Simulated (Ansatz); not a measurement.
# Al2Cu: how the energy converges with the cutoff

Al2Cu, P1, a = 4.087 Å, b = 4.103 Å, c = 2.909 Å, α, β, γ = 89.5°, 90.3°, 90.0°. Ansatz: PBEsol, PAW, cutoff varied, Γ-centred 8×8×10 mesh on 3 atoms, Gaussian smearing 0.10 eV; no spin polarisation. Single points at one geometry with displaced atoms, the cutoff alone changed; ΔE is the energy at zero smearing over the run at 600 eV. The runs up to 350 eV lie under the cutoff recommended for these PAW datasets.

```tsv
cutoff (eV)	ΔE (meV/atom)
200	5338.12
250	915.21
300	?
350	11.61
420	1.03
```

Problem. Assume ΔE falls exponentially with the cutoff, fit y = ln ΔE against x, the cutoff in eV, to the other rows, and predict the missing value.

Solution. y = 8.583, 6.819, 2.452, 0.030. Means x = 305.0, y = 4.4710; Σ(Δx)² = 29300, ΣΔxΔy = -1162; the slope is their ratio. y = 16.57 − 0.03967 x, a factor of ten per 58 eV. At 300 eV this gives ΔE = 106.59 meV/atom. The run gave 122.38, a ratio of 0.87. Between neighbouring rows the decay runs from a factor of ten per 49 eV to one per 67 eV, so one exponential is only a rough guide.

Cost: 6 runs of about 2.3 core-minutes in all, on Intel Xeon Platinum 8259CL (Skylake/Cascade Lake) (shared hosts).